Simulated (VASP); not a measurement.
**From VASP inputs to Ansatz: RbBr (zincblende)**

INCAR

```
PREC = Accurate
NELM = 120
EDIFF = 1E-7
GGA = PE
NBANDS = 15
IBRION = -1
LREAL = .FALSE.
LWAVE = .FALSE.
ISMEAR = -1
LCHARG = .FALSE.
NSW = 0
ENCUT = 520
ISIF = 2
SIGMA = 0.02
LASPH = .TRUE.
```

KPOINTS

```
KPOINTS created by Atomic Simulation Environment
0
Gamma
6 6 6
0 0 0
```

KPOINTS_OPT

```
special points
6
Reciprocal
0.0000000000 0.0000000000 0.0000000000 1
0.5000000000 0.0000000000 0.5000000000 1
0.5000000000 0.2500000000 0.7500000000 1
0.3750000000 0.3750000000 0.7500000000 1
0.5000000000 0.5000000000 0.5000000000 1
0.6250000000 0.2500000000 0.6250000000 1
```

POSCAR

```
Rb Br
 1.0000000000000000
     0.0000000000000000    3.8694967141275005    3.8694967141275005
     3.8694967141275005    0.0000000000000000    3.8694967141275005
     3.8694967141275005    3.8694967141275005    0.0000000000000000
 Rb  Br
   1   1
Cartesian
 -0.0000000000000000  0.0000000000000000  0.0000000000000000
  1.9347483570637503  1.9347483570637503  1.9347483570637503
```

VASP ran with the recommended PBE PAW datasets (16 valence electrons in the cell).

Question: Write an Ansatz input for this cell and level of theory.

Answer: 

```yaml
crystal:
  lattice:
    - [0.0, 3.8694967141, 3.8694967141]
    - [3.8694967141, 0.0, 3.8694967141]
    - [3.8694967141, 3.8694967141, 0.0]
  atoms:
    - { symbol: Rb, position: [0.0, 0.0, 0.0] }
    - { symbol: Br, position: [0.25, 0.25, 0.25] }
kpoints:
  mp_grid: { grid: [6, 6, 6] }
  band_path:
    path:
      - [[0.0, 0.0, 0.0], [0.5, 0.0, 0.5], [0.5, 0.25, 0.75], [0.375, 0.375, 0.75], [0.0, 0.0, 0.0], [0.5, 0.5, 0.5], [0.625, 0.25, 0.625], [0.5, 0.25, 0.75], [0.5, 0.5, 0.5], [0.375, 0.375, 0.75]]
      - [[0.625, 0.25, 0.625], [0.5, 0.0, 0.5]]
    npoints: 10
hamiltonian:
  xc: pbe
scf:
  occupations: { method: fermi_dirac, width: 0.02 }
  n_extra_bands: 4
output:
  forces: true
  stress: true
  eigenvalues: true
```

Other inputs would serve too.

|  | VASP | Ansatz |
| --- | --- | --- |
| gap between bands v and c | 4.08 eV | 4.07 eV |
| least direct gap | 4.16 eV | 4.16 eV |
| pressure | 0.2 GPa | 0.2 GPa |

Datasets and cutoffs are each program's own. VASP's cell holds 16 valence electrons and Ansatz's 16. Ansatz's stress includes a Pulay correction; VASP's doesn't. Ansatz solved a whole band path, VASP its corner points and band edges.
